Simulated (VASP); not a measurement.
Crystal: Mg2Ge.

```
CELL_PARAMETERS angstrom
0.00000 3.18500 3.18500
3.18500 0.00000 3.18500
3.18500 3.18500 0.00000
ATOMIC_POSITIONS crystal
Ge 0.00000 0.00000 0.00000
Mg 0.25000 0.25000 0.25000
Mg 0.75000 0.75000 0.75000
```

The cell was built by a generator and needn't be a form met in nature.

| Property | Result |
| --- | --- |
| Program | VASP 6.6.1 |
| Task | relaxation of cell and atoms |
| Functional | PBE |
| Dispersion | D3(BJ) |
| Potentials or basis | VASP PAW PBE potentials, release 64 (Ge_d, Mg) |
| Cutoff | 600 eV |
| k mesh | 10 × 10 × 10 |
| Occupations | gaussian, width 0.02 eV |
| Spin | no spin polarisation |

At the start: pressure -1.3 GPa; volume 21.54 Å³/atom.

Q: Where does the relaxation end?

A: Over 6 steps the energy falls by 2.1 meV/atom and the volume is 21.03 Å³/atom (-2.4 %); space group Fm-3m (No. 225, to 0.05 Å).

Step by step:
```tsv
step	energy change (eV)	largest force (eV/Å)	pressure (GPa)	volume (Å³)
1	0.0000	0.0000	-1.30	64.62
2	-0.0061	0.0000	0.08	63.00
3	-0.0062	0.0000	-0.10	63.09
4	-0.0062	0.0000	0.09	63.04
5	-0.0062	0.0000	-0.15	63.15
6	-0.0062	0.0000	0.04	63.10
```

Final structure:
```
CELL_PARAMETERS angstrom
0.00000 3.15978 3.15978
3.15978 0.00000 3.15978
3.15978 3.15978 0.00000
ATOMIC_POSITIONS crystal
Ge 0.00000 0.00000 0.00000
Mg 0.25000 0.25000 0.25000
Mg 0.75000 0.75000 0.75000
```
